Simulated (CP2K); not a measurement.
Crystal: InAs.

```
In As
1.0
     4.26810    0.00000    0.00000
     2.13405    3.69628    0.00000
     2.13405    1.23209    3.48489
In As
1 1
Direct
  0.00000 0.00000 0.00000
  0.75000 0.75000 0.75000
```

Base run:

* Program: CP2K 2026.2
* Functional: PBEsol
* Potentials or basis: POTENTIAL_UZH In GTH-PBE-q13, As GTH-PBE-q5; TZVP-MOLOPT-PBE-GTH basis
* Density cutoff: 9184 eV
* k mesh: 8 × 8 × 8
* Occupations: fermi-dirac, width 0.05 eV
* Spin: no spin polarisation

Its results: band gap on the k mesh none (metal or under the smearing width); pressure 2.8 GPa.

After a change of settings the same cell gave: band gap on the k mesh none (metal or under the smearing width); pressure 5.7 GPa. Which change was it?
A. functional from PBEsol to PBE
B. functional from PBEsol to vdW-DF-cx
C. functional from PBEsol to revPBE
D. functional from PBEsol to vdW-DF2

C.

revPBE binds less tightly than PBEsol, so the same cell stands under more pressure.

Caveats: the potentials were made for another functional, which shifts forces and pressure; the basis of atomic orbitals isn't converged, which shifts pressures, moduli and gaps.
